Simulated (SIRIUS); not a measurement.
## Ag under changes of volume

One of the cells (18.517 Å³/atom); the others are scaled copies at fixed shape and fractional positions:

```xyz
1
Lattice="-1.6666 1.6666 1.6666 1.6666 -1.6666 1.6666 1.6666 1.6666 -1.6666" Properties=species:S:1:pos:R:3 pbc="T T T"
Ag    0.0000    0.0000    0.0000
```

This isn't the form of Ag at room conditions, which is fcc.

| Item | Value |
| --- | --- |
| Program | SIRIUS 7.10.0 |
| Functional | PBEsol |
| Potentials or basis | PseudoDojo 0.4.1 PBEsol standard (scalar relativistic) |
| Cutoff | 1127 eV |
| Density cutoff | 4507 eV |
| k mesh | 11 × 11 × 11 |
| Occupations | fermi-dirac, width 0.05 eV |
| Spin | no spin polarisation |

```tsv
volume (Å³/atom)	energy over the lowest point (meV/atom)	pressure (GPa)
17.065	0.00	-1.9
17.428	6.40	-4.0
17.791	17.26	-5.9
18.517	50.04	-8.8
18.880	70.97	-9.9
19.243	?	?
```

**Question.** What does the run at 19.243 Å³/atom give?

**Answer.** Energy over the lowest point 94.34 meV/atom; pressure -10.9 GPa.

Worked out: A Birch-Murnaghan fit of order 3 (a polynomial in V^(-2/3)) to the other rows has its minimum at 16.80 Å³/atom, just outside them, with B0 = V·E''(V) = 117 GPa and B' = 5.6. It gives 94.37 meV/atom at 19.243 Å³/atom, against the run's 94.34, and -dE/dV = -10.8 GPa, against -10.9.

Energies are extrapolated to zero smearing.
